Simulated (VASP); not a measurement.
# GaP (R-3m) in VASP: further runs

Runs on GaP. Level: PBE. Tasks: single point.

Everything below comes from runs of VASP 6.6.1. Logs are shortened: lines on timing, memory, paths and dates and some standing lists are left out, and cuts for length are marked.

**1. Starting point**

Symmetry: R-3m, No. 166, trigonal system. Conventional cell: a = 3.886 Å, b = 3.886 Å, c = 19.292 Å, α = 90.00°, β = 90.00°, γ = 120.00°. Ga (site symmetry 3m) has 3 P at 2.40 Å and 1 Ga at 2.49 Å as nearest neighbours. P (site symmetry 3m) is surrounded by 1 P at 2.21 Å and 3 Ga at 2.40 Å.

Measurements of this composition are mostly on another form, of space group No. 216.

**2. Single point, PBE**

File INCAR:

```
SYSTEM = GaP
ADDGRID = .FALSE. ; ALGO = Normal
EDIFF = 1E-8 ; ENCUT = 900
GGA = PE ; ISIF = 2
ISMEAR = 0 ; LASPH = .TRUE.
LCHARG = .FALSE. ; LREAL = .FALSE.
LWAVE = .FALSE. ; NELM = 100
PREC = Accurate ; SIGMA = 0.02
```

File KPOINTS:

```
k-points
0
G
  7 7 7
  0 0 0
```

File POSCAR:

```
GaP
1.0
    1.9430151755      1.1218003346      6.4308101003
   -1.9430151755      1.1218003346      6.4308101003
    0.0000000000     -2.2436006692      6.4308101003
Ga P
2 2
Direct
    0.5646280000      0.5646280000      0.5646280000
    0.4353720000      0.4353720000      0.4353720000
    0.9426110000      0.9426110000      0.9426110000
    0.0573890000      0.0573890000      0.0573890000
```

Potentials or basis: VASP PAW PBE potentials, release 64 (Ga_d, P).

The run is started by

```
$ cat potpaw_PBE.64/Ga_d/POTCAR potpaw_PBE.64/P/POTCAR > POTCAR
$ mpirun -np 1 vasp_std > vasp.out
```

OUTCAR:

```text
SYSTEM = GaP
   EDIFF = 1E-8
   ENCUT = 900
   GGA = PE
   ISIF = 2
   ISMEAR = 0
   LASPH = .TRUE.
   LREAL = .FALSE.
   NELM = 100
   PREC = Accurate

 ion  position               nearest neighbor table
   1  0.565  0.565  0.565-   3 2.40   3 2.40   3 2.40   2 2.49
   2  0.435  0.435  0.435-   4 2.40   4 2.40   4 2.40   1 2.49
   3  0.943  0.943  0.943-   4 2.21   1 2.40   1 2.40   1 2.40
   4  0.057  0.057  0.057-   3 2.21   2 2.40   2 2.40   2 2.40

  LATTYP: Found a trigonal (rhomboedric) cell.
 ALAT       =     6.8109516596
 COS(alpha) =     0.8372328403

  Lattice vectors:

 A1 = (   1.9430151755,   1.1218003346,   6.4308101003)
 A2 = (  -1.9430151755,   1.1218003346,   6.4308101003)
 A3 = (   0.0000000000,  -2.2436006692,   6.4308101003)

Analysis of symmetry for initial positions (statically):
=====================================================================
 Subroutine PRICEL returns:
 Original cell was already a primitive cell.

 Routine SETGRP: Setting up the symmetry group for a
 trigonal (rhombohedral) supercell.

 Subroutine GETGRP returns: Found 12 space group operations
 (whereof 12 operations were pure point group operations)
 out of a pool of 12 trial point group operations.

The static configuration has the point symmetry D_3d.

Analysis of symmetry for dynamics (positions and initial velocities):
=====================================================================
 Subroutine PRICEL returns:
 Original cell was already a primitive cell.

 Routine SETGRP: Setting up the symmetry group for a
 trigonal (rhombohedral) supercell.

 Subroutine GETGRP returns: Found 12 space group operations
 (whereof 12 operations were pure point group operations)
 out of a pool of 12 trial point group operations.

The dynamic configuration has the point symmetry D_3d.

 Subroutine INISYM returns: Found 12 space group operations
 (whereof 12 operations are pure point group operations),
 and found     1 'primitive' translations

----------------------------------------------------------------------------------------

                                     Primitive cell

  volume of cell :      84.1025

  direct lattice vectors                    reciprocal lattice vectors
     1.943015176  1.121800335  6.430810100     0.257332010  0.148570705  0.051833801
    -1.943015176  1.121800335  6.430810100    -0.257332010  0.148570705  0.051833801
     0.000000000 -2.243600669  6.430810100     0.000000000 -0.297141410  0.051833801

  length of vectors
     6.810951660  6.810951660  6.810951660     0.301628514  0.301628514  0.301628514

  position of ions in fractional coordinates (direct lattice)
     0.564628000  0.564628000  0.564628000
     0.435372000  0.435372000  0.435372000
     0.942611000  0.942611000  0.942611000
     0.057389000  0.057389000  0.057389000

  ion indices of the primitive-cell ions
   primitive index   ion index
                 1           1
                 2           2
                 3           3
                 4           4

----------------------------------------------------------------------------------------

 KPOINTS: k-points

Automatic generation of k-mesh.
 Grid dimensions read from file:
 generate k-points for:    7    7    7

 Generating k-lattice:

  Cartesian coordinates                     Fractional coordinates (reciprocal lattice)
     0.036761716  0.021224386  0.007404829     0.142857143 -0.000000000  0.000000000
    -0.036761716  0.021224386  0.007404829    -0.000000000  0.142857143  0.000000000
     0.000000000 -0.042448773  0.007404829     0.000000000  0.000000000  0.142857143

  Length of vectors
     0.043089788  0.043089788  0.043089788

  Shift w.r.t. Gamma in fractional coordinates (k-lattice)
     0.000000000  0.000000000  0.000000000

 Subroutine IBZKPT returns following result:
 ===========================================

 Found     44 irreducible k-points:

 Following reciprocal coordinates:
            Coordinates               Weight
  0.000000  0.000000  0.000000      1.000000
  0.142857  0.000000  0.000000      6.000000
  0.285714  0.000000  0.000000      6.000000
  0.428571  0.000000  0.000000      6.000000
  0.142857  0.142857  0.000000      6.000000
  0.285714  0.142857  0.000000     12.000000
[... 16 lines left out ...]
  0.285714  0.285714  0.142857      6.000000
  0.428571  0.285714  0.142857     12.000000
 [... further k-points ...]
   k-points           NKPTS =     44   k-points in BZ     NKDIM =     44   number of bands    NBANDS=     22
   number of dos      NEDOS =    301   number of ions     NIONS =      4
   total plane-waves  NPLWV = 343000
   dimension x,y,z NGX =    70 NGY =   70 NGZ =   70
   dimension x,y,z NGXF=   140 NGYF=  140 NGZF=  140
   ions per type =               2   2
   NGX,Y,Z   is equivalent  to a cutoff of  17.09, 17.09, 17.09 a.u.
   NGXF,Y,Z  is equivalent  to a cutoff of  34.17, 34.17, 34.17 a.u.
 SYSTEM =  GaP
   PREC   = accura    normal or accurate (medium, high low for compatibility)
   ISTART =      0    job   : 0-new  1-cont  2-samecut
   ICHARG =      2    charge: 1-file 2-atom 10-const
   ISPIN  =      1    spin polarized calculation?
   LNONCOLLINEAR =      F non collinear calculations
   LSORBIT =      F    spin-orbit coupling
   LASPH  =      T    aspherical Exc in radial PAW
   ENCUT  =  900.0 eV  66.15 Ry    8.13 a.u.  16.66 16.66 16.66*2*pi/ulx,y,z
   NELM   =    100;   NELMIN=  2; NELMDL= -5     # of ELM steps
   EDIFF  = 0.1E-07   stopping-criterion for ELM
   LREAL  =      F    real-space projection
   EDIFFG = 0.1E-06   stopping-criterion for IOM
   NSW    =      0    number of steps for IOM
   IBRION =     -1    ionic relax: 0-MD 1-quasi-New 2-CG
[... 8 lines left out ...]
   EMIN   =  10.00;   EMAX   =-10.00  energy-range for DOS
   EFERMI =   0.00;   METHOD = LEGACY
   ISMEAR =     0;   SIGMA  =   0.02  broadening in eV -4-tet -1-fermi 0-gaus
   EFERMI_NEDOS =   21; number of points for ismear=-14 and -15
   IALGO  =     38    algorithm
   IMIX   =      4    mixing-type and parameters
     AMIX     =   0.40;   BMIX     =  1.00
     AMIX_MAG =   1.60;   BMIX_MAG =  1.00
  volume/ion in A,a.u.               =      21.03       141.89
  Fermi-wavevector in a.u.,A,eV,Ry     =   1.233785  2.331515 20.711129  1.522225
  Thomas-Fermi vector in A             =   2.368501
   LORBIT       =      0    0 simple, 1 ext, 2 COOP (PROOUT), +10 PAW based schemes
   GGA     = PE    functional components
   LHFCALC =     F    Hartree Fock is set to
   AEXX    =    0.0000 exact exchange contribution
   IVDW    =     0    specifies the selected vdW correction
   LEPSILON=     F    determine dielectric tensor
   LRPA    =     F    only Hartree local field effects (RPA)
 non-spin polarized calculation
 Gauss-broadening in eV      SIGMA  =   0.02
  energy-cutoff  :      900.00
  volume of cell :       84.10
 maximum number of plane-waves:      5218
 NGX is ok and might be reduce to    70
   NGX = 33   NGY = 33   NGZ = 33

 number of electron      36.0000001 magnetization

 Free energy of the ion-electron system (eV)
  ---------------------------------------------------
  ext. energy  EPLUGINS =         0.00000000
  ---------------------------------------------------
  free energy    TOTEN  =       -17.73349302 eV

  energy without entropy =      -17.73349302  energy(sigma->0) =      -17.73349302

 E-fermi :   4.7572     XC(G=0):  -9.6661

 val. band max:        4.6164125904   @ k =   0.0000   0.0000   0.0000
 cond. band min:       5.5960582880   @ k =  -0.4286  -0.4286   0.1429
 fundamental gap:      0.9796456976
 Fermi energy:         4.7572245383

 k-point     1 :       0.0000    0.0000    0.0000
  band No.  band energies     occupation
      1     -10.1429      2.00000
      2     -10.0170      2.00000
      3     -10.0170      2.00000
      4     -10.0029      2.00000
      5     -10.0029      2.00000
      6      -9.9515      2.00000
[... 14 lines left out ...]
     21       7.3647      0.00000
     22       8.2894      0.00000

 k-point     2 :       0.1429    0.0000    0.0000
  band No.  band energies     occupation
      1     -10.1389      2.00000
      2     -10.0403      2.00000
      3     -10.0148      2.00000
      4     -10.0142      2.00000
      5      -9.9947      2.00000
      6      -9.9550      2.00000
[... 14 lines left out ...]
     21       7.4632      0.00000
     22       8.7550      0.00000

 k-point     3 :       0.2857    0.0000    0.0000
  band No.  band energies     occupation
      1     -10.1317      2.00000
      2     -10.0841      2.00000
      3     -10.0345      2.00000
      4     -10.0115      2.00000
      5      -9.9762      2.00000
      6      -9.9635      2.00000
[... 14 lines left out ...]
     21       7.7301      0.00000
     22       9.5471      0.00000

 k-point     4 :       0.4286    0.0000    0.0000
  band No.  band energies     occupation
      1     -10.1291      2.00000
      2     -10.1129      2.00000
      3     -10.0463      2.00000
      4     -10.0101      2.00000
      5      -9.9707      2.00000
      6      -9.9615      2.00000
[... 14 lines left out ...]
     21       8.1808      0.00000
     22       9.1762      0.00000

 k-point     5 :       0.1429    0.1429    0.0000
  band No.  band energies     occupation
      1     -10.1387      2.00000
      2     -10.0375      2.00000
      3     -10.0162      2.00000
      4     -10.0158      2.00000
      5      -9.9944      2.00000
      6      -9.9550      2.00000
[... 417 lines left out ...]
 k-point    22 :      -0.1429    0.1429    0.1429
  band No.  band energies     occupation
      1     -10.1327      2.00000
      2     -10.0776      2.00000
      3     -10.0387      2.00000
      4     -10.0133      2.00000
      5      -9.9756      2.00000
      6      -9.9632      2.00000
[... 14 lines left out ...]
     21       7.8965      0.00000
     22       9.3056      0.00000

 k-point    23 :       0.2857    0.2857    0.1429
  band No.  band energies     occupation
      1     -10.1376      2.00000
      2     -10.0330      2.00000
      3     -10.0201      2.00000
      4     -10.0160      2.00000
      5      -9.9949      2.00000
      6      -9.9555      2.00000
[... 14 lines left out ...]
     21       7.9805      0.00000
     22       8.4463      0.00000

 k-point    24 :       0.4286    0.2857    0.1429
  band No.  band energies     occupation
      1     -10.1302      2.00000
      2     -10.0662      2.00000
      3     -10.0351      2.00000
      4     -10.0104      2.00000
      5      -9.9865      2.00000
      6      -9.9577      2.00000
[... 14 lines left out ...]
     21       8.0758      0.00000
     22       9.1814      0.00000

 [... further k-points ...]

------------------------ aborting loop because EDIFF is reached ----------------------------------------

  FORCE on cell =-STRESS in cart. coord.  units (eV):
  Direction    XX          YY          ZZ          XY          YZ          ZX
  --------------------------------------------------------------------------------------
  -------------------------------------------------------------------------------------
  Total       -0.0035848     -0.0035848      0.0346969      0.0000000      0.0000000      0.0000000
  in kB       -0.0682916     -0.0682916      0.6609864      0.0000000      0.0000000      0.0000000
  external PRESSURE =       0.1748011 kB  Pullay stress =       0.0000000 kB

 VOLUME and BASIS-vectors are now :
 -----------------------------------------------------------------------------
  energy-cutoff  :      900.00
  volume of cell :       84.10
      direct lattice vectors                 reciprocal lattice vectors
     1.943015176  1.121800335  6.430810100     0.257332010  0.148570705  0.051833801
    -1.943015176  1.121800335  6.430810100    -0.257332010  0.148570705  0.051833801
     0.000000000 -2.243600669  6.430810100     0.000000000 -0.297141410  0.051833801

 POSITION                                       TOTAL-FORCE (eV/Angst)
 -----------------------------------------------------------------------------------
      0.00000      0.00000     10.89305         0.000000      0.000000     -0.052536
      0.00000      0.00000      8.39938         0.000000     -0.000000      0.052536
      0.00000      0.00000     18.18526         0.000000     -0.000000     -0.012716
      0.00000      0.00000      1.10717         0.000000      0.000000      0.012716
 -----------------------------------------------------------------------------------
    total drift:                                0.000000     -0.000000      0.000000

  FREE ENERGIE OF THE ION-ELECTRON SYSTEM (eV)
  ---------------------------------------------------
  free  energy   TOTEN  =       -17.7334930199 eV

  energy  without entropy=      -17.7334930199  energy(sigma->0) =      -17.73349302
```

Wall time 8.1 min (1 thread of Intel Xeon Platinum 8488C (Sapphire Rapids), shared host); peak memory 0.73 GiB.

Results:

| Property | Result |
| --- | --- |
| Free energy | -17.7335 eV |
| Pressure | 0.0 GPa |
| Largest force | 0.053 eV/Å |
| Band gap on the k mesh | 0.98 eV, indirect (least direct gap 1.14 eV) |

Forces in eV/Å, atoms in the order of the input:
```
Ga   0.000  0.000 -0.053
Ga   0.000  0.000  0.053
P    0.000  0.000 -0.013
P    0.000  0.000  0.013
```

Caveat: an odd mesh through Γ misses points on the zone boundary, where band edges often lie.

[end of part 1 of 3]
